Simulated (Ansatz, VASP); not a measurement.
## SrTiO3: VASP beside Ansatz

```
CELL_PARAMETERS angstrom
3.77219 0.00000 0.00000
0.00000 3.77219 0.00000
0.00000 0.00000 3.77219
ATOMIC_POSITIONS crystal
Sr 0.50000 0.50000 0.50000
Ti 0.00000 0.00000 0.00000
O 0.50000 0.00000 0.00000
O 0.00000 0.50000 0.00000
O 0.00000 0.00000 0.50000
```

Alike in both runs: task single point; functional PBE; k mesh 8 × 8 × 8; occupations gaussian, width 0.02 eV; no spin polarisation.

|  | VASP | Ansatz |
| --- | --- | --- |
| version | VASP 6.6.1 | Ansatz 0.2.0 |
| potentials or method | VASP PAW PBE potentials, release 64 (Sr_sv, Ti_sv, O) | scalar-relativistic, plane waves, PAW |
| plane-wave cutoff (eV) | 520 | 420 |
| valence electrons in the cell | 40 | 40 |

VASP gave:

- gap on the k mesh at the Fermi level (eV): 2.04
- least direct gap on the mesh (eV): 2.31

**Question.** Estimate Ansatz's values.

**Answer.** gap on the k mesh at the Fermi level (eV): 2.08; least direct gap on the mesh (eV): 2.33.

With one functional, cell and mesh, what is left measures potentials, basis and numerics.

 As with any semilocal functional, this PBE gap is likely too small. A k mesh can miss the band edges.
